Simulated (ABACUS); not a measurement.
Pt:

```
CELL_PARAMETERS angstrom
2.77313 0.00000 0.00000
1.38657 2.40160 0.00000
1.38657 0.80053 2.26425
ATOMIC_POSITIONS crystal
Pt 0.00000 0.00000 0.00000
```

Base run:

```yaml
Program: ABACUS 3.10.1
Functional: PW91
Potentials_or_basis: SG15 ONCV 1.2 PBE
Cutoff: 1143 eV
Density_cutoff: 4572 eV
Basis: plane waves
k_mesh: 10 × 10 × 10
Occupations: fermi-dirac, width 0.05 eV
Spin: no spin polarisation
```

Its results: band gap on the k mesh none (metal or under the smearing width); pressure 12.1 GPa.

The run is repeated on the same cell with these changes: functional from PW91 to LDA; potentials or basis from SG15 ONCV 1.2 PBE to GBRV ultrasoft 1.5 LDA; cutoff from 1143 eV to 544 eV; density cutoff from 4572 eV to 4354 eV; valence electrons from 18 to 16. What comes out?

Band gap on the k mesh none (metal or under the smearing width); pressure -7.4 GPa.

Caveats: the potentials were made for another functional, which shifts forces and pressure (some runs).

Not every run made on this cell is shown here.
